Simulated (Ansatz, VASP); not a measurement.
## Two plane-wave programs on Be2H

```
Be H
1.0
     2.51469    0.00000    0.00000
    -1.25734    2.17778    0.00000
     0.00000    0.00000    3.62636
Be H
2 1
Direct
  0.33333 0.66667 0.73675
  0.66667 0.33333 0.26325
  0.00000 0.00000 0.00000
```

Alike in both runs: functional PBE; k mesh 6 × 6 × 6; occupations gaussian, width 0.1 eV; no spin polarisation.

Ansatz relaxed the structure, and its values are those at the end. VASP's run is a single point on that final structure, the one shown.

|  | VASP | Ansatz |
| --- | --- | --- |
| version | VASP 6.6.1 | Ansatz 0.2.0 |
| potentials or method | VASP PAW PBE potentials, release 64 (Be, H) | scalar-relativistic, plane waves, PAW |
| plane-wave cutoff (eV) | 520 | 420 |
| valence electrons in the cell | 5 | 5 |

|  | VASP | Ansatz | Ansatz less VASP |
| --- | --- | --- | --- |
| gap on the k mesh at the Fermi level (eV) | none | none | - |
| pressure (GPa) | 0.0 | 0.0 | 0.00 |
| rms of the force components (eV/Å) | 0.007 | 0.007 | +0.0008 |

A gap of «none» marks a metal or a gap that the smearing closes.

Caveats: the k mesh is coarse (spacing up to 0.48 Å⁻¹), so the values aren't converged.
